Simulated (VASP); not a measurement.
Crystal: MnS.

```
Mn S
1.0
     0.00000    2.60450    2.60450
     2.60450    0.00000    2.60450
     2.60450    2.60450    0.00000
Mn S
1 1
Direct
  0.00000 0.00000 0.00000
  0.50000 0.50000 0.50000
```

Base run:

* Program: VASP 6.6.1
* Functional: PBE
* Potentials or basis: VASP PAW PBE potentials, release 64 (Mn_pv, S)
* Cutoff: 520 eV
* k mesh: 9 × 9 × 9
* Occupations: fermi-dirac, width 0.05 eV
* Spin: collinear spin, ferromagnetic start
* Starting moments: [4.0, 0.0] μB

Its results: band gap on the k mesh none (metal or under the smearing width); pressure -2.9 GPa; net moment 4.71 μB per cell; site moments Mn +4.26; S +0.11 μB.

The run is repeated on the same cell with these changes: functional from PBE to PBEsol. What comes out?

Band gap on the k mesh none (metal or under the smearing width); pressure -7.2 GPa; net moment 4.69 μB per cell; site moments Mn +4.23; S +0.10 μB.

PBEsol binds more tightly than PBE, so the same cell stands under less pressure.

Caveats: a cell with one magnetic atom can't hold antiferromagnetic order, which such compounds often take; semilocal functionals often make such compounds metallic where correlation or magnetic order opens a gap, which also shifts bond lengths; the PAW data sets were made with another functional, which shifts forces and pressure a little (some runs).

Not every run made on this cell is shown here.
